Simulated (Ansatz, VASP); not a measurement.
# Two plane-wave programs on Mg

The input INCAR:

```
ALGO = Normal
EDIFF = 1E-6
ENCUT = 520
GGA = PE
ISIF = 2
ISMEAR = 0
LASPH = True
LCHARG = False
LREAL = False
LWAVE = False
NBANDS = 7
NELM = 100
PREC = Accurate
SIGMA = 0.1
```

File KPOINTS:

```
k-points
0
Gamma
  16 16 14
```

POSCAR

```
Mg
1.0
   -1.8309935054      1.8198758508      1.6362097486
    1.8198758508     -1.8309935054      1.6362097486
    1.7942736728      1.7942736728     -1.6483640132
Mg
1
Direct
    0.0000000000      0.0000000000      0.0000000000
```

Input for Ansatz:

```yaml
crystal:
  lattice:
    - [-1.8309935054, 1.8198758508, 1.6362097486]
    - [1.8198758508, -1.8309935054, 1.6362097486]
    - [1.7942736728, 1.7942736728, -1.6483640132]
  atoms:
    - { symbol: Mg, position: [0.0, 0.0, 0.0] }
basis:
  ecutwfc: 420
kpoints:
  mp_grid: { grid: [16, 16, 14] }
hamiltonian:
  xc: pbe
scf:
  occupations: { method: gaussian, width: 0.1 }
output:
  forces: true
  stress: true
  eigenvalues: true
```

Alike in both runs: task single point; functional PBE; k mesh 16 × 16 × 14; occupations gaussian, width 0.1 eV; no spin polarisation.

```csv
,VASP,Ansatz
version,VASP 6.6.1,Ansatz 0.2.0
potentials or method,"VASP PAW PBE potentials, release 64 (Mg)","scalar-relativistic, plane waves, PAW"
plane-wave cutoff (eV),520,420
valence electrons in the cell,2,10
```

VASP gave:

```
gap on the k mesh at the Fermi level (eV)       : none
pressure (GPa)                                  : 2.9
largest component of the traceless stress (GPa) : 0.81
```

**Question.** Estimate Ansatz's values.

**Answer.** gap on the k mesh at the Fermi level (eV): none; pressure (GPa): 3.0; largest component of the traceless stress (GPa): 0.81.

A gap of «none» marks a metal or a gap that the smearing closes. The two sets of potentials don't hold the same shells in valence.
